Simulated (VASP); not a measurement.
# OCH4 in VASP: further runs

The runs below take OCH4 through relaxation of the atoms, single point, with PBE+D3(BJ), PBE, RPBE.

All numbers are computed with VASP 6.6.1; they aren't measurements. Logs are shortened: lines on timing, memory, paths and dates and some standing lists are left out, and cuts for length are marked.

## Step 1: Starting point

The cell holds a molecule in a box, 6 atoms: a = 12.772 Å, b = 13.272 Å, c = 13.772 Å, α = 90.00°, β = 90.00°, γ = 90.00°.

## Step 2: Relaxation of the atoms, PBE+D3(BJ)

File INCAR:

```
PREC = Accurate
ENCUT = 400
EDIFF = 1E-6
ISMEAR = 0
SIGMA = 0.01
LREAL = F
LASPH = T
NELM = 80
ALGO = Fast
ISIF = 2
LWAVE = F
LCHARG = F
GGA = PE
IVDW = 12
IBRION = 2
NSW = 120
EDIFFG = -0.03
ISYM = 0
```

File KPOINTS:

```
regular mesh
0
Gamma
  1 1 1
```

File POSCAR:

```
H4CO
1.0
   12.7722774153      0.0000000000      0.0000000000
    0.0000000000     13.2722774153      0.0000000000
    0.0000000000      0.0000000000     13.7722774153
O C H
1 1 4
Selective dynamics
Direct
    0.5814554605      0.4957380618      0.4800698288  F F F
    0.4726164915      0.4982752133      0.4953260245  T T T
    0.6154514724      0.5344161582      0.5301120607  T T T
    0.4510817389      0.4650983513      0.5653666830  T T T
    0.4375444835      0.4538471164      0.4374092043  T T T
    0.4418503532      0.5752286048      0.4917161987  T T T
```

Potentials or basis: VASP PAW PBE potentials, release 64 (O, C, H).

Started as:

```bash
$ cat potpaw_PBE.64/O/POTCAR potpaw_PBE.64/C/POTCAR potpaw_PBE.64/H/POTCAR > POTCAR
$ mpirun -np 4 vasp_gam > vasp.out
```

OUTCAR:

```text
PREC = Accurate
   ENCUT = 400
   EDIFF = 1E-6
   ISMEAR = 0
   LREAL = F
   LASPH = T
   NELM = 80
   ISIF = 2
   GGA = PE
   IVDW = 12
   IBRION = 2
   NSW = 120
   EDIFFG = -0.03
   ISYM = 0
 IVDW          = 12

 ion  position               nearest neighbor table
   1  0.581  0.496  0.480-   3 0.96   2 1.41
   2  0.473  0.498  0.495-   5 1.09   6 1.10   4 1.10   1 1.41
   3  0.615  0.534  0.530-   1 0.96
   4  0.451  0.465  0.565-   2 1.10
   5  0.438  0.454  0.437-   2 1.09
   6  0.442  0.575  0.492-   2 1.10

IMPORTANT INFORMATION: All symmetrisations will be switched off!
NOSYMM: (Re-)initialisation of all symmetry stuff for point group C_1.

----------------------------------------------------------------------------------------

                                     Primitive cell

  volume of cell :    2334.6380

  direct lattice vectors                    reciprocal lattice vectors
    12.772277415  0.000000000  0.000000000     0.078294572  0.000000000  0.000000000
     0.000000000 13.272277415  0.000000000     0.000000000  0.075345019  0.000000000
     0.000000000  0.000000000 13.772277415     0.000000000  0.000000000  0.072609632

  length of vectors
    12.772277415 13.272277415 13.772277415     0.078294572  0.075345019  0.072609632

  position of ions in fractional coordinates (direct lattice)
     0.581455461  0.495738062  0.480069829
     0.472616491  0.498275213  0.495326025
     0.615451472  0.534416158  0.530112061
     0.451081739  0.465098351  0.565366683
     0.437544483  0.453847116  0.437409204
     0.441850353  0.575228605  0.491716199

  ion indices of the primitive-cell ions
   primitive index   ion index
                 1           1
                 2           2
                 3           3
                 4           4
                 5           5
                 6           6

----------------------------------------------------------------------------------------

 KPOINTS: regular mesh

Automatic generation of k-mesh.
 Grid dimensions read from file:
 generate k-points for:    1    1    1

 Generating k-lattice:

  Cartesian coordinates                     Fractional coordinates (reciprocal lattice)
     0.078294572  0.000000000  0.000000000     1.000000000  0.000000000  0.000000000
     0.000000000  0.075345019  0.000000000     0.000000000  1.000000000  0.000000000
     0.000000000  0.000000000  0.072609632     0.000000000  0.000000000  1.000000000

  Length of vectors
     0.078294572  0.075345019  0.072609632

  Shift w.r.t. Gamma in fractional coordinates (k-lattice)
     0.000000000  0.000000000  0.000000000

 Subroutine IBZKPT returns following result:
 ===========================================

 Found      1 irreducible k-points:

 Following reciprocal coordinates:
            Coordinates               Weight
  0.000000  0.000000  0.000000      1.000000
   k-points           NKPTS =      1   k-points in BZ     NKDIM =      1   number of bands    NBANDS=     12
   number of dos      NEDOS =    301   number of ions     NIONS =      6
   total plane-waves  NPLWV = 680400
   dimension x,y,z NGX =    84 NGY =   90 NGZ =   90
   dimension x,y,z NGXF=   168 NGYF=  180 NGZF=  180
   ions per type =               1   1   4
   NGX,Y,Z   is equivalent  to a cutoff of  10.93, 11.27, 10.86 a.u.
   NGXF,Y,Z  is equivalent  to a cutoff of  21.87, 22.55, 21.73 a.u.
 SYSTEM =  unknown system
   PREC   = accura    normal or accurate (medium, high low for compatibility)
   ISTART =      0    job   : 0-new  1-cont  2-samecut
   ICHARG =      2    charge: 1-file 2-atom 10-const
   ISPIN  =      1    spin polarized calculation?
   LNONCOLLINEAR =      F non collinear calculations
   LSORBIT =      F    spin-orbit coupling
   LASPH  =      T    aspherical Exc in radial PAW
   ENCUT  =  400.0 eV  29.40 Ry    5.42 a.u.  20.83 21.64 22.46*2*pi/ulx,y,z
   NELM   =     80;   NELMIN=  2; NELMDL= -5     # of ELM steps
   EDIFF  = 0.1E-05   stopping-criterion for ELM
   LREAL  =      F    real-space projection
   EDIFFG = -.3E-01   stopping-criterion for IOM
   NSW    =    120    number of steps for IOM
   IBRION =      2    ionic relax: 0-MD 1-quasi-New 2-CG
   NFREE  =      1    steps in history (QN), initial steepest desc. (CG)
   ISIF   =      2    stress and relaxation
   ISYM   =      0    0-nonsym 1-usesym 2-fastsym
   POTIM  = 0.5000    time-step for ionic-motion
   TEBEG  =    0.0;   TEEND  =   0.0 temperature during run
   PSTRESS=    0.0 pullay stress
   NELECT =      14.0000    total number of electrons
   NUPDOWN=      -1.0000    fix difference up-down
   EMIN   =  10.00;   EMAX   =-10.00  energy-range for DOS
   EFERMI =   0.00;   METHOD = LEGACY
   ISMEAR =     0;   SIGMA  =   0.01  broadening in eV -4-tet -1-fermi 0-gaus
   EFERMI_NEDOS =   21; number of points for ismear=-14 and -15
   IALGO  =     68    algorithm
   IMIX   =      4    mixing-type and parameters
     AMIX     =   0.40;   BMIX     =  1.00
     AMIX_MAG =   1.60;   BMIX_MAG =  1.00
  volume/ion in A,a.u.               =     389.11      2625.82
  Fermi-wavevector in a.u.,A,eV,Ry     =   0.297425  0.562052  1.203595  0.088462
  Thomas-Fermi vector in A             =   1.162901
   LORBIT       =      0    0 simple, 1 ext, 2 COOP (PROOUT), +10 PAW based schemes
   GGA     = PE    functional components
   LHFCALC =     F    Hartree Fock is set to
   AEXX    =    0.0000 exact exchange contribution
   IVDW    =    12    specifies the selected vdW correction
   LEPSILON=     F    determine dielectric tensor
   LRPA    =     F    only Hartree local field effects (RPA)
 conjugate gradient relaxation of ions
 non-spin polarized calculation
 RMM-DIIS sequential band-by-band and
 Gauss-broadening in eV      SIGMA  =   0.01
  energy-cutoff  :      400.00
  volume of cell :     2334.64
 maximum number of plane-waves:     21186
 NGX is ok and might be reduce to    84
   NGX = 41   NGY = 43   NGZ = 45

--------------------------------------- Ionic step        1  -------------------------------------------

 number of electron      14.0000000 magnetization

 Free energy of the ion-electron system (eV)
  ---------------------------------------------------
  ext. energy  EPLUGINS =         0.00000000
  ---------------------------------------------------
  free energy    TOTEN  =       -30.21104454 eV

  energy without entropy =      -30.21104454  energy(sigma->0) =      -30.21104454

------------------------ aborting loop because EDIFF is reached ----------------------------------------

 Edisp (eV)   -0.05181

 E8    (eV) :    -0.0133

  FORCE on cell =-STRESS in cart. coord.  units (eV):
  Direction    XX          YY          ZZ          XY          YZ          ZX
  --------------------------------------------------------------------------------------
  -------------------------------------------------------------------------------------
  Total       0.68204    -0.60475    -0.43279     0.08404     0.19826    -0.04600
  in kB       0.46806    -0.41502    -0.29701     0.05767     0.13606    -0.03157
  external pressure =       -0.08 kB  Pullay stress =        0.00 kB

 VOLUME and BASIS-vectors are now :
 -----------------------------------------------------------------------------
  energy-cutoff  :      400.00
  volume of cell :     2334.64
      direct lattice vectors                 reciprocal lattice vectors
    12.772277415  0.000000000  0.000000000     0.078294572  0.000000000  0.000000000
     0.000000000 13.272277415  0.000000000     0.000000000  0.075345019  0.000000000
     0.000000000  0.000000000 13.772277415     0.000000000  0.000000000  0.072609632
[... 89 lines left out ...]
 POSITION                                       TOTAL-FORCE (eV/Angst)
 -----------------------------------------------------------------------------------
      7.42651      6.57957      6.61165         0.693550      0.121660      0.094909
      6.02725      6.61565      6.82626        -0.180346     -0.058785     -0.063570
      7.86794      7.10077      7.31132        -0.137669     -0.147600     -0.197027
      5.75502      6.16817      7.79475        -0.148206     -0.033574      0.072612
      5.58135      6.01824      6.01727        -0.070974      0.054237      0.086919
      5.63601      7.64336      6.77109        -0.156355      0.064062      0.006157
 -----------------------------------------------------------------------------------
    total drift:                               -0.000290      0.001612     -0.000241

  FREE ENERGIE OF THE ION-ELECTRON SYSTEM (eV)
  ---------------------------------------------------
  free  energy   TOTEN  =       -30.2733588702 eV

  energy  without entropy=      -30.2733588702  energy(sigma->0) =      -30.27335887

[... ionic steps 4 to 7 ...]

--------------------------------------- Ionic step        8  -------------------------------------------

 number of electron      13.9999999 magnetization

------------------------ aborting loop because EDIFF is reached ----------------------------------------

 Edisp (eV)   -0.05167

 E8    (eV) :    -0.0133

  FORCE on cell =-STRESS in cart. coord.  units (eV):
  Direction    XX          YY          ZZ          XY          YZ          ZX
  --------------------------------------------------------------------------------------
  -------------------------------------------------------------------------------------
  Total      -0.76363    -1.17207    -1.08772     0.02644     0.07724    -0.01668
  in kB      -0.52405    -0.80435    -0.74646     0.01815     0.05301    -0.01145
  external pressure =       -0.69 kB  Pullay stress =        0.00 kB
[... 54 lines left out ...]
 POSITION                                       TOTAL-FORCE (eV/Angst)
 -----------------------------------------------------------------------------------
      7.42651      6.57957      6.61165         0.040633      0.007410      0.005529
      6.01446      6.61734      6.83012        -0.029687     -0.008361     -0.008037
      7.86127      7.09881      7.30921        -0.016887     -0.001659     -0.000695
      5.72749      6.16724      7.79757         0.008928      0.020340     -0.006755
      5.56137      6.02293      6.02641        -0.014294     -0.005005     -0.006046
      5.60836      7.64339      6.77341         0.011307     -0.012725      0.016004
 -----------------------------------------------------------------------------------
    total drift:                               -0.004711      0.000252     -0.001640

  FREE ENERGIE OF THE ION-ELECTRON SYSTEM (eV)
  ---------------------------------------------------
  free  energy   TOTEN  =       -30.2807171132 eV

  energy  without entropy=      -30.2807171132  energy(sigma->0) =      -30.28071711

--------------------------------------- Ionic step       10  -------------------------------------------

 number of electron      13.9999998 magnetization

 Free energy of the ion-electron system (eV)
  ---------------------------------------------------
  ext. energy  EPLUGINS =         0.00000000
  ---------------------------------------------------
  free energy    TOTEN  =       -30.22905903 eV

  energy without entropy =      -30.22905903  energy(sigma->0) =      -30.22905903

 E-fermi :  -6.1118     XC(G=0):  -0.3967

 val. band max:       -6.2244475710   @ k =   0.0000   0.0000   0.0000
 cond. band min:      -0.6537077717   @ k =   0.0000   0.0000   0.0000
 fundamental gap:      5.5707397993
 Fermi energy:        -6.1117887726

 k-point     1 :       0.0000    0.0000    0.0000
  band No.  band energies     occupation
      1     -25.3486      2.00000
      2     -16.7421      2.00000
      3     -12.3807      2.00000
      4     -10.5194      2.00000
      5     -10.2330      2.00000
      6      -7.9014      2.00000
      7      -6.2244      2.00000
      8      -0.6537      0.00000
      9      -0.0429      0.00000
     10       0.3640      0.00000
     11       0.5033      0.00000
     12       0.5450      0.00000

------------------------ aborting loop because EDIFF is reached ----------------------------------------

 Edisp (eV)   -0.05166

 E8    (eV) :    -0.0133
[... 18 lines left out ...]
 POSITION                                       TOTAL-FORCE (eV/Angst)
 -----------------------------------------------------------------------------------
      7.42651      6.57957      6.61165         0.042406      0.004420      0.001005
      6.01447      6.61734      6.83012        -0.026585     -0.009084     -0.009452
      7.86130      7.09876      7.30914        -0.015525      0.000960      0.002923
      5.72776      6.16720      7.79761         0.006133      0.020381     -0.007505
      5.56155      6.02284      6.02626        -0.015020     -0.002946     -0.002974
      5.60861      7.64347      6.77337         0.008592     -0.013731      0.016003
 -----------------------------------------------------------------------------------
    total drift:                               -0.001015      0.002165      0.000624

  FREE ENERGIE OF THE ION-ELECTRON SYSTEM (eV)
  ---------------------------------------------------
  free  energy   TOTEN  =       -30.2807189215 eV

  energy  without entropy=      -30.2807189215  energy(sigma->0) =      -30.28071892

 reached required accuracy - stopping structural energy minimisation
```

Run time: 72 s. Hardware: 4 MPI ranks of Intel Xeon 6975P-C (Granite Rapids), shared host; peak memory 0.48 GiB.

Results:

```
Free energy                     : -30.2807 eV
Energy gained by relaxing       : 3.0 meV/atom
Ionic steps                     : 10
Gap between the frontier levels : 5.57 eV
Dispersion energy per atom      : -0.009 eV
```

Step by step:
| step | energy change (eV) | largest force (eV/Å) | pressure (GPa) |
| --- | --- | --- | --- |
| 1 | 0.0000 | 0.8516 | -0.01 |
| 2 | -0.0087 | 0.8090 | -0.07 |
| 3 | -0.0105 | 0.7105 | -0.05 |
| 4 | -0.0139 | 0.2776 | -0.07 |
| 5 | -0.0141 | 0.2942 | -0.07 |
| 6 | -0.0155 | 0.2573 | -0.07 |
| 7 | -0.0157 | 0.1762 | -0.07 |
| 8 | -0.0176 | 0.0720 | -0.07 |
| 9 | -0.0179 | 0.0417 | -0.07 |
| 10 | -0.0179 | 0.0426 | -0.07 |

Final structure:
```
O C H
1.0
    12.77228    0.00000    0.00000
     0.00000   13.27228    0.00000
     0.00000    0.00000   13.77228
O C H
1 1 4
Direct
  0.58146 0.49574 0.48007
  0.47090 0.49858 0.49593
  0.61550 0.53486 0.53071
  0.44845 0.46467 0.56618
  0.43544 0.45379 0.43756
  0.43912 0.57590 0.49181
```

Levels at points of the mesh, in eV from the valence-band top:
```
           k point  band 3  band 4  band 5  band 6  band 7  band 8  band 9  band 10  band 11  band 12
(0.00, 0.00, 0.00)   -6.16   -4.29   -4.01   -1.68    0.00    5.57    6.18     6.59     6.73     6.77
```

Caveat: the cutoff is under 1.25 times the usual one of these potentials, so pressure, stress and relaxed cells hold a basis-set (Pulay) error.

## Step 3: Single point, PBE

File INCAR:

```
PREC     = Accurate       # precision mode
ENCUT    = 400            # plane-wave cutoff, eV
EDIFF    = 1E-6           # SCF threshold, eV
ISMEAR   = 0              # smearing method
SIGMA    = 0.01           # smearing width, eV
LREAL    = False          # projectors in reciprocal space
LASPH    = True           # aspherical terms in the spheres
NELM     = 80             # most SCF steps
ALGO     = Fast           # electronic algorithm
ISIF     = 2              # what is computed and relaxed
LWAVE    = False          # write WAVECAR
LCHARG   = False          # write CHGCAR
GGA      = PE             # functional
NBANDS   = 16             # bands
ISYM     = 0
```

File KPOINTS:

```
Automatic mesh
0
Gamma
  1 1 1
```

File POSCAR:

```
H4CO                                    
1.0
   12.7722774153      0.0000000000      0.0000000000
    0.0000000000     13.2722774153      0.0000000000
    0.0000000000      0.0000000000     13.7722774153
  O               C               H             
     1     1     4
Selective dynamics
Direct
     0.5814554605000026    0.4957380617999974    0.4800698287999978   F   F   F
     0.4709007345168943    0.4985833375410336    0.4959323125790473   T   T   T
     0.6154968736400552    0.5348561371265734    0.5307142176538949   T   T   T
     0.4484521455929876    0.4646677748428786    0.5661815079560640   T   T   T
     0.4354390133414563    0.4537911774680984    0.4375645801328557   T   T   T
     0.4391236648754287    0.5758974078562713    0.4918117471126108   T   T   T
```

Potentials or basis: VASP PAW PBE potentials, release 64 (O, C, H).

Started as:

```bash
$ cat potpaw_PBE.64/O/POTCAR potpaw_PBE.64/C/POTCAR potpaw_PBE.64/H/POTCAR > POTCAR
$ mpirun -np 4 vasp_gam > vasp.out
```

OUTCAR:

```text
PREC = Accurate
   ENCUT = 400
   EDIFF = 1E-6
   ISMEAR = 0
   LREAL = False
   LASPH = True
   NELM = 80
   ISIF = 2
   GGA = PE
   ISYM = 0

 ion  position               nearest neighbor table
   1  0.581  0.496  0.480-   3 0.97   2 1.43
   2  0.471  0.499  0.496-   5 1.10   4 1.10   6 1.10   1 1.43
   3  0.615  0.535  0.531-   1 0.97
   4  0.448  0.465  0.566-   2 1.10
   5  0.435  0.454  0.438-   2 1.10
   6  0.439  0.576  0.492-   2 1.10

IMPORTANT INFORMATION: All symmetrisations will be switched off!
[... 162 lines left out ...]
  -------------------------------------------------------------------------------------
  Total       -0.8262633     -1.1529178     -1.0692956      0.0306592      0.0788582     -0.0013518
  in kB       -0.5670345     -0.7912056     -0.7338188      0.0210403      0.0541175     -0.0009277
  external PRESSURE =      -0.6973530 kB  Pullay stress =       0.0000000 kB

 VOLUME and BASIS-vectors are now :
 -----------------------------------------------------------------------------
  energy-cutoff  :      400.00
  volume of cell :     2334.64
      direct lattice vectors                 reciprocal lattice vectors
    12.772277415  0.000000000  0.000000000     0.078294572  0.000000000  0.000000000
     0.000000000 13.272277415  0.000000000     0.000000000  0.075345019  0.000000000
     0.000000000  0.000000000 13.772277415     0.000000000  0.000000000  0.072609632

 POSITION                                       TOTAL-FORCE (eV/Angst)
 -----------------------------------------------------------------------------------
      7.42651      6.57957      6.61165         0.043829      0.004430      0.000865
      6.01447      6.61734      6.83012        -0.026655     -0.009187     -0.009600
      7.86130      7.09876      7.30914        -0.013248      0.001231      0.003046
      5.72776      6.16720      7.79761         0.005055      0.020036     -0.006747
      5.56155      6.02284      6.02626        -0.016409     -0.003489     -0.003592
      5.60861      7.64347      6.77337         0.007429     -0.013021      0.016029
 -----------------------------------------------------------------------------------
    total drift:                                0.000297      0.001277     -0.000810

  FREE ENERGIE OF THE ION-ELECTRON SYSTEM (eV)
  ---------------------------------------------------
  free  energy   TOTEN  =       -30.2290637908 eV

  energy  without entropy=      -30.2290637908  energy(sigma->0) =      -30.22906379
```

Run time: 20 s. Hardware: 4 MPI ranks of Intel Xeon 6975P-C (Granite Rapids), shared host; peak memory 0.46 GiB.

Results:

| Item | Value |
| --- | --- |
| Free energy | -30.2291 eV |
| Largest force | 0.044 eV/Å |
| Gap between the frontier levels | 5.57 eV |

Forces on the atoms (eV/Å):
```
O    0.044  0.004  0.001
C   -0.027 -0.009 -0.010
H   -0.013  0.001  0.003
H    0.005  0.020 -0.007
H   -0.016 -0.003 -0.004
H    0.007 -0.013  0.016
```

Caveat: the cutoff is under 1.25 times the usual one of these potentials, so pressure, stress and relaxed cells hold a basis-set (Pulay) error.

(Part 1 of 2 ends here.)
